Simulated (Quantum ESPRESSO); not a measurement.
# Ga: equation of state with LDA

Ga:

```
Ga
1.0
     1.45000   -4.06500    0.00000
     1.45000    4.06500    0.00000
     0.00000    0.00000    3.17000
Ga
2
Direct
  0.13300 0.86700 0.75000
  0.86700 0.13300 0.25000
```

This isn't the form of Ga at room conditions, which is orthorhombic.

```
Program                     : Quantum ESPRESSO 7.5
Task                        : equation of state
Functional                  : LDA
Potentials or basis         : GBRV 1.5 LDA
Cutoff                      : 762 eV
Density cutoff              : 6095 eV
k mesh                      : 10 × 10 × 8
Occupations                 : fermi-dirac, width 0.05 eV
Spin                        : no spin polarisation
Form of the LDA correlation : PZ81
Mixing beta                 : 0.5
Most SCF iterations         : 120
SCF threshold               : 4e-10 Ry
```

```json
{
 "Equilibrium volume": "17.41 Å³/atom (rough: see the caveat)",
 "Bulk modulus at fixed shape and positions": "68 GPa (rough)"
}
```

Energy against volume, from the lowest point:
```tsv
volume (Å³/atom)	energy (meV/atom)
17.564	0.00
17.937	2.87
18.311	8.55
18.685	16.65
19.058	26.88
19.432	38.96
19.806	52.62
```

All runs of the series together: 9.6 min on 2 threads of Arm Neoverse V1 (shared host).

Caveat: the minimum lies outside the volumes run; the cell was scaled at fixed shape and fractional positions, which overstates the stiffness of a crystal with free parameters, most of all of layers and chains.
